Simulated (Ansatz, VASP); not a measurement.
## BN: VASP beside Ansatz

```
CELL_PARAMETERS angstrom
2.50180 0.00000 0.00000
-1.25090 2.16663 0.00000
0.00000 0.00000 4.14057
ATOMIC_POSITIONS crystal
N 0.33333 0.66667 0.12528
N 0.66667 0.33333 0.62528
B 0.33333 0.66667 0.49972
B 0.66667 0.33333 0.99972
```

Change from the starting cell: volume scaled by 0.94.

Alike in both runs: task single point; functional PBEsol; k mesh 12 × 12 × 6; occupations fermi-dirac, width 0.05 eV; no spin polarisation.

|  | VASP | Ansatz |
| --- | --- | --- |
| version | VASP 6.6.1 | Ansatz 0.2.0 |
| potentials or method | VASP PAW PBE potentials, release 64 (N, B) | Ansatz PAW |
| plane-wave cutoff (eV) | 520 | 420 |
| valence electrons in the cell | 16 | 16 |

```tsv
	VASP	Ansatz	Ansatz less VASP
gap on the k mesh at the Fermi level (eV)	4.86	4.88	+0.018
least direct gap on the mesh (eV)	8.44	8.45	+0.006
pressure (GPa)	20.2	19.4	-0.81
largest component of the traceless stress (GPa)	0.22	0.18	-0.038
rms of the force components (eV/Å)	0.023	0.022	-0.0015
```

Atom by atom the forces differ by 0.002 eV/Å (rms over components). With one functional, cell and mesh, what is left measures potentials, basis and numerics.

Caveats: the PAW data sets were made with another functional, which shifts forces and pressure a little (VASP); the pressure holds a Pulay correction of +1.1 GPa for the finite cutoff (Ansatz); the PAW data sets come from PBE, with cores solved anew for the run's functional, which leaves a small shift of forces and pressure (Ansatz). A k mesh can miss the band edges.
